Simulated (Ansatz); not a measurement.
**A Ti vacancy next to an O vacancy in rutile TiO2, 70 atoms, charge 0**

All numbers come from Ansatz (PAW, plane waves, no spin–orbit coupling) at the single k point (¼, ¼, ¼) without its symmetry partners. The atoms were relaxed with PBEsol in a fixed cell; other functionals are single points on those atoms unless said otherwise. The valence top and gap of the host come from its small cell on a dense mesh, with the band extrema sought between the mesh points, lined up by the mean potential, PBEsol gap 1.87 eV, r²SCAN gap 2.24 eV.

Cell: a = 9.183 Å, b = 9.183 Å, c = 8.817 Å, α = 90.00°, β = 90.00°, γ = 90.00°.

Nearest atoms after relaxation, from the placed atom (for vacancies from the middle of the vacant sites): O at 2.11 Å, O at 2.26 Å, O at 2.26 Å, O at 2.43 Å, Ti at 2.53 Å, O at 2.95 Å, O at 2.96 Å, O at 2.99 Å.

Chemical potentials μ are those of reference phases of the elements at zero temperature by the same functional (the usual solids, diamond for C, grey Sn, and the molecules H2, N2, O2, F2, Cl2, Br2 and S8).

```tsv
functional	E(defect) − E(host) − Σ nμ + q·E_VBM (eV)	monopole (eV)	alignment (eV)	formation energy at E_F = VBM (eV)	moment (μB)	wall time, shared host
PBEsol	13.15	0.00	0.00	13.15	0.0	23 s on NVIDIA GB300 (relaxation)
```

Question: Estimate the formation energy and moment that r²SCAN gives on these atoms.

Answer: 14.42 eV at E_F = VBM, moment 0.0 μB.

r²SCAN one-electron levels near the gap (the ten most localised at most), from the host's valence top:

| level (eV) | spin | filling | atoms sharing it | element of the atom with most weight |
| --- | --- | --- | --- | --- |
| -0.25 | up | 0.00 | 46.5 | spread |
| -0.25 | down | 0.00 | 46.5 | spread |
| 2.42 | up | 0.00 | 13.4 | Ti |
| 2.42 | down | 0.00 | 13.4 | Ti |
| 2.48 | up | 0.00 | 20.3 | Ti |
| 2.48 | down | 0.00 | 20.3 | Ti |

The charge sits partly or wholly in a band of the host, at the cell's one k point and not at the band edge, so the formation energy is too high and the charge correction doesn't apply as it stands.

PBEsol tends to spread a hole over several anions where a hybrid would trap it on one, and single points on PBEsol atoms lack that distortion.

All elements are taken at their own reference at once; growth conditions in equilibrium with the host shift these energies, by up to the host's formation enthalpy.

One k point and a cell of this size can leave errors of several tenths of an eV in such numbers.

The high formation energy reflects the cost of taking a titanium and an oxygen atom out of a strongly bonded, largely ionic oxide and returning them to the elements. r²SCAN raises it from 13.15 to 14.42 eV, possibly because it binds the oxide more strongly relative to those elements.

By formal charges, the missing titanium leaves four holes and the missing oxygen supplies two electrons, so the neutral pair should be a double acceptor. The levels fit this count: one empty orbital per spin, spread over 46.5 atoms, suggests two holes in O 2p-like valence states rather than a deep defect level. Their occupying the same spatial orbital would account for the zero moment. This doesn't establish a nonmagnetic ground state, since holes localised on separate oxygens beside a cation vacancy could carry parallel spins. The empty Ti-weighted levels at 2.42 and 2.48 eV lie above the r²SCAN gap and probably belong to the Ti 3d conduction band. Whether the two vacancies bind each other remains open without the energies of the isolated vacancies.
